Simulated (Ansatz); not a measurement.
# TaN: single point with PBE

The system is TaN.

```
Ta N
1.0
     3.04800    0.00000    0.00000
    -1.52400    2.63965    0.00000
     0.00000    0.00000    4.91800
Ta N
2 2
Direct
  0.00000 0.00000 0.00000
  0.00000 0.00000 0.50000
  0.33333 0.66667 0.25000
  0.66667 0.33333 0.75000
```

```
Program             : Ansatz 0.2.0
Task                : single point
Functional          : PBE
Potentials or basis : Ansatz PAW
Cutoff              : 420 eV (not typed: the program's choice for these potentials)
k mesh              : 10 × 10 × 6
Occupations         : fermi-dirac, width 0.05 eV
Spin                : no spin polarisation
```

```
Pressure               : 59.4 GPa
Band gap on the k mesh : none (metal or under the smearing width)
```

Stress tensor (GPa, compression positive):
```
 32.04   0.00   0.00
  0.00  32.04   0.00
  0.00   0.00 114.26
```

Levels at points of the mesh, in eV from the Fermi level:
| k point | band 16 | band 17 | band 18 | band 19 | band 20 | band 21 |
| --- | --- | --- | --- | --- | --- | --- |
| (0.00, 0.00, 0.00) | -3.61 | -3.59 | -1.81 | -1.81 | -0.58 | -0.58 |
| (0.00, 0.00, -0.50) | -6.35 | 0.06 | 0.06 | 0.06 | 0.06 | 0.07 |
| (0.00, -0.50, 0.00) | -5.12 | -4.35 | 0.27 | 1.57 | 2.44 | 3.91 |
| (0.00, -0.50, -0.50) | -6.05 | -1.51 | -1.51 | 3.02 | 3.02 | 3.35 |

Wall time 4.3 s on 2 threads of Intel(R) Xeon(R) Processor @ 2.50GHz (Skylake/Cascade Lake), on a shared host, peak memory 0.38 GiB.

Caveat: a pressure of tens of GPa on the cell as given is suspect, and the run, the potentials or the cell itself is likely at fault; the pressure holds a Pulay correction of +0.6 GPa for the finite cutoff. The run has no spin-orbit coupling, so splittings on Ta are missing.
